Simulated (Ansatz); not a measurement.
# BN: the cost of one run

Program: Ansatz 0.2.0. Level of theory: DFT PBE, scalar-relativistic, plane waves, PAW. These are calculated values, not measurements.

2 further runs of the same task are left out: 2 set aside as unsound or not needed.

### 1 The starting structure

It takes space group F-43m (No. 216, cubic). Conventional cell: a = 3.625 Å, b = 3.625 Å, c = 3.625 Å, α = 90.00°, β = 90.00°, γ = 90.00°. B (site symmetry -43m) is surrounded by 4 N at 1.57 Å. N (site symmetry -43m) has 4 B at 1.57 Å as nearest neighbours.

Structure file:

```
B N
1.0
     0.00000    1.81235    1.81235
     1.81235    0.00000    1.81235
     1.81235    1.81235    0.00000
B N
1 1
Direct
  0.00000 0.00000 0.00000
  0.75000 0.75000 0.75000
```

It goes back to an entry of the Materials Project.

It is the result of an earlier relaxation at this level (volume 5.95 Å³/atom; gap on the mesh: 4.46 eV).

### 2 Building the zigzag chain

A free-standing chain of the crystal's atoms, periodic along c. Atoms and period relax; energies count from the bulk, -271.1378 eV an atom.

The cell holds 1 B, 1 N: a = 9.600 Å, b = 9.300 Å, c = 2.543 Å, α = 90.00°, β = 90.00°, γ = 90.00°.

### 3 Relaxing it

Pressure and volume refer to the whole cell with its vacuum; only the period along c may change.

The input, input.yaml:

```yaml
crystal:
  lattice:
    - [9.6, 0.0, 0.0]
    - [0.0, 9.3, 0.0]
    - [0.0, 0.0, 2.5426545621]
  atoms:
    - { symbol: B, position: [0.4668925187, 0.5, 0.0], spin: 0.5 }
    - { symbol: "N", position: [0.5331074813, 0.5, 0.5], spin: 0.5 }
basis:
  ecutwfc: 420
kpoints:
  mp_grid: { grid: [1, 1, 25] }
hamiltonian:
  xc: pbe
scf:
  occupations: { method: gaussian, width: 0.05 }
output:
  forces: true
  stress: true
  eigenvalues: true
  populations: true
  write_density: true
  write_potential: true
  elf: true
  volumetric_format: npy
magnetization:
  spin_polarized: true
relax:
  adjacent_minimum: "off"
  f_tol: 0.01
  max_steps: 45
  cell: { fix: [a, b, alpha, beta, gamma], stress_tol: 0.03 }
```

The run is started by

```console
$ ansatz run input.yaml --threads 2 --pin off --max-ram 5120MiB --backend cpu --events-out ev --progress --plain --runs-dir out
```

Q: Estimate wall time and peak memory on 2 threads of Arm Neoverse V2, shared host.

About 36 s, with a peak of 0.45 GiB.
